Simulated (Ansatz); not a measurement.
Wurtzite LiH (no longer in that coordination), relaxed with r2SCAN: 4 runs in the PAW code Ansatz, each a construction of maximally localised Wannier functions. Space group P6_3/mmc (No. 194), hexagonal; conventional cell a = 3.256 Å, c = 4.068 Å, 9.34 Å³ an atom. Li has 5 H at 1.88–2.03 Å; H has 5 Li at 1.88–2.03 Å. The calculation is spin-unpolarised, and the structure need not be a phase that has been made.

```xyz
4
Lattice="3.2558 0.0000 0.0000 -1.6279 2.8196 0.0000 0.0000 0.0000 4.0684" Properties=species:S:1:pos:R:3 pbc="T T T"
Li    0.0000    1.8798   -0.2543
Li    1.6279    0.9399    1.7799
H     0.0000    1.8798    1.7800
H     1.6279    0.9399    3.8142
```

Windows count from the top of the filled bands; a dash means that no such window was set (without an outer window there is no disentanglement).

```csv
functional,SCF mesh,trial orbitals,functions,mesh,window (eV),frozen (eV),Ω total (Å²),Ω invariant (Å²),largest spread (Å²),least projectability,"interpolation miss of the model's filled bands (eV, to the nearest computed level)"
PBE,9×9×6,H s,2,12×12×6,–,–,2.73,2.69,1.36,0.89,0.031
r2SCAN,9×9×6,H s,2,6×6×4,–,–,2.50,2.46,1.25,0.91,0.087
HSE06,6×6×4,H s,2,6×6×4,–,–,2.51,2.47,1.26,0.91,–
```

**Question.** Estimate from these rows what the further settings give.
```json
{"functional": "PBE", "SCF mesh": "9×9×6", "trial orbitals": "H s", "functions": "2", "mesh": "6×6×4", "window (eV)": "–", "frozen (eV)": "–"}
```

**Answer.**
```
functional  SCF mesh  trial orbitals  functions   mesh  window (eV)  frozen (eV)  Ω total (Å²)  Ω invariant (Å²)  largest spread (Å²)  least projectability  interpolation miss of the model's filled bands (eV, to the nearest computed level)
       PBE     9×9×6             H s          2  6×6×4            –            –          2.61              2.56                 1.30                  0.89                                                                               0.105
```

A dash in the last column means that the miss wasn't evaluated.

For H s with PBE the spread goes 2.61 Å² (6×6×4), 2.73 Å² (12×12×6): finite differences on a coarse mesh understate it.
